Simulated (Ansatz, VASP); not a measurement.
**TaN: VASP beside Ansatz**

INCAR

```
ALGO = Normal
EDIFF = 1E-6
ENCUT = 520
GGA = CA
ISIF = 2
ISMEAR = 0
LASPH = T
LCHARG = T
LELF = T
LREAL = F
LVHAR = T
LWAVE = F
NBANDS = 15
NELM = 100
PREC = Accurate
SIGMA = 0.15
```

The input KPOINTS:

```
k-points
0
Gamma
  18 18 18
```

Contents of POSCAR:

```
TaN
1.0
    0.0000000000      2.1375325951      2.1375325951
    2.1375325951      0.0000000000      2.1375325951
    2.1375325951      2.1375325951      0.0000000000
Ta N
1 1
Direct
    0.4956556505      0.5043443495      0.5043443495
    0.0561219980     -0.0561219980     -0.0561219980
```

Input for Ansatz:

```yaml
crystal:
  lattice:
    - [0.0, 2.1375325951, 2.1375325951]
    - [2.1375325951, 0.0, 2.1375325951]
    - [2.1375325951, 2.1375325951, 0.0]
  atoms:
    - { symbol: Ta, position: [0.4956556505, 0.5043443495, 0.5043443495] }
    - { symbol: "N", position: [0.056121998, -0.056121998, -0.056121998] }
basis:
  ecutwfc: 520.0
kpoints:
  mp_grid: { grid: [18, 18, 18] }
hamiltonian:
  xc: lda
  pseudopotentials: { kind: paw, azcp: { folder: soft_1 } }
scf:
  occupations: { method: gaussian, width: 0.15 }
output:
  forces: true
  stress: true
  eigenvalues: true
  write_density: true
  write_potential: true
  elf: true
  volumetric_format: npy
```

Change from the starting cell: mode 4 frozen in at -0.244 Å, equal normal strain along x, y and z -0.0167.

Alike in both runs: task single point; functional LDA; k mesh 18 × 18 × 18; occupations gaussian, width 0.15 eV; no spin polarisation.

```csv
,VASP,Ansatz
version,VASP 6.6.1,Ansatz 0.2.0
potentials or method,"VASP PAW LDA potentials, release 64 (Ta_pv, N)","scalar-relativistic, plane waves, PAW"
plane-wave cutoff (eV),520,520
valence electrons in the cell,16,18
```

VASP gave:

```
gap on the k mesh at the Fermi level (eV)       : none
pressure (GPa)                                  : 39.4
largest component of the traceless stress (GPa) : 31.40
rms of the force components (eV/Å)              : 2.477
```

Q: Which values does Ansatz return?

A: gap on the k mesh at the Fermi level (eV): none; pressure (GPa): 36.4; largest component of the traceless stress (GPa): 30.74; rms of the force components (eV/Å): 2.428.

Atom by atom the forces differ by 0.049 eV/Å (rms over components). A gap of «none» marks a metal or a gap that the smearing closes. The two sets of potentials don't hold the same shells in valence. Ansatz warned: «pseudo_functional_mismatch».

Caveats: so large a pressure means that the cell lies far from this level's equilibrium, or that cutoff or potentials fall short (VASP); forces of over 1 eV/Å show positions far from the minimum, so gaps and moduli don't describe the material at rest. Spin-orbit coupling is left out, which matters for the levels of Ta.
